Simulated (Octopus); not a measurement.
**Ti in Octopus: convergence with grid spacing**

Crystal: Ti.

```
CELL_PARAMETERS angstrom
-1.64100 1.64100 1.64100
1.64100 -1.64100 1.64100
1.64100 1.64100 -1.64100
ATOMIC_POSITIONS crystal
Ti 0.00000 0.00000 0.00000
```

This isn't the form of Ti at room conditions, which is hcp.

```yaml
Program: Octopus 16.4
Task: convergence study
Functional: PBEsol
Potentials_or_basis: pseudodojo_pbe (PseudoDojo 0.5, PBE)
k_mesh: 6 × 6 × 6
Occupations: fermi-dirac, width 0.05 eV
Spin: collinear spin, random start
Starting_moments: "[-1.755] μB"
Hubbard_terms: Ti d U = 2 eV
```

These are the settings of the first run; the series varies grid spacing, with any setting tied to it.

Hardware: 1 thread of Arm Neoverse V2, on a shared host.

```csv
grid spacing,"energy less the tightest run, at zero smearing (meV/atom)",largest site moment (μB),SCF cycles,CPU time (s),peak memory (GiB)
0.28423 Å,3323.68,0.37,20,15,0.11
0.23686 Å,-491.15,1.34,18,24,0.15
0.20302 Å,-881.97,1.37,16,33,0.19
0.17764 Å,-172.62,1.31,18,53,0.24
0.15791 Å,-40.06,1.31,18,74,0.3
0.14211 Å,-38.04,1.34,18,110,0.36
0.1292 Å,-8.06,1.34,18,150,0.44
0.11369 Å,0.00,1.35,20,240,0.58
```

Against the tightest run, the largest site moment stays within 0.02 μB from 0.14211 Å on. Not settled before the last step: the energy (to 1 meV/atom). The tightest run that finished is the yardstick and may itself not be fully converged.

Caveat, for the tightest run too: the k mesh is coarse (spacing up to 0.45 Å⁻¹), so the values aren't converged; U acts on the potentials' truncated atomic orbitals, so values differ from other programs' at the same U, and they weren't checked against one; the U is typed as a test and isn't derived for this compound. The state reached can hang on the start; a lower one may exist.
